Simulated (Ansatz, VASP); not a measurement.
## One calculation of Tl, two programs

INCAR

```
  PREC = Accurate
  ENCUT = 520
  EDIFF = 1E-6
  ISMEAR = -1
  SIGMA = 0.1
  LREAL = F
  LASPH = T
  NELM = 60
  ALGO = Normal
  ISIF = 2
  LWAVE = F
  LCHARG = F
  GGA = RE
  NBANDS = 12
```

File KPOINTS:

```
regular mesh
0
Gamma
  12 12 12
```

Contents of POSCAR:

```
Tl
1.0
    0.0000000000      2.4365454873      2.4365454873
    2.4365454873      0.0000000000      2.4365454873
    2.4365454873      2.4365454873      0.0000000000
Tl
1
Direct
    0.0000000000      0.0000000000      0.0000000000
```

Input for Ansatz:

```yaml
crystal:
  lattice:
    - [0.0, 2.4365454873, 2.4365454873]
    - [2.4365454873, 0.0, 2.4365454873]
    - [2.4365454873, 2.4365454873, 0.0]
  atoms:
    - { symbol: Tl, position: [0.0, 0.0, 0.0] }
hamiltonian:
  xc: revpbe
  pseudopotentials:
    kind: paw
    azcp:
      Tl: "pseudopotentials/Tl.paw.azcp"
basis:
  ecutwfc: 420
  fft_grid_basis: typed
kpoints:
  mp_grid: { grid: [12, 12, 12], shift: [0, 0, 0] }
magnetization:
  spin_polarized: false
scf:
  occupations: { method: fermi_dirac, width: 0.1 }
  lower_state_search: "off"
output:
  stress: true
  write_density: true
  write_potential: true
  elf: true
  volumetric_format: npy
```

Alike in both runs: task single point; functional revPBE; k mesh 12 × 12 × 12; occupations fermi-dirac, width 0.1 eV; no spin polarisation.

|  | VASP | Ansatz |
| --- | --- | --- |
| version | VASP 6.6.1 | Ansatz 0.2.0 |
| potentials or method | VASP PAW PBE potentials, release 64 (Tl_d) | plane waves (420 eV) with PAW, scalar-relativistic |
| plane-wave cutoff (eV) | 520 | 420 |
| valence electrons in the cell | 13 | 13 |

Ansatz gave:

- pressure (GPa): 3.9

Estimate VASP's values.

pressure (GPa): 3.8.

The functional is the same, so the differences come from potentials, cutoffs and numerics.

Caveats: the PAW data sets were made with another functional, which shifts forces and pressure a little (VASP). The runs have no spin-orbit coupling, so splittings on Tl are missing.
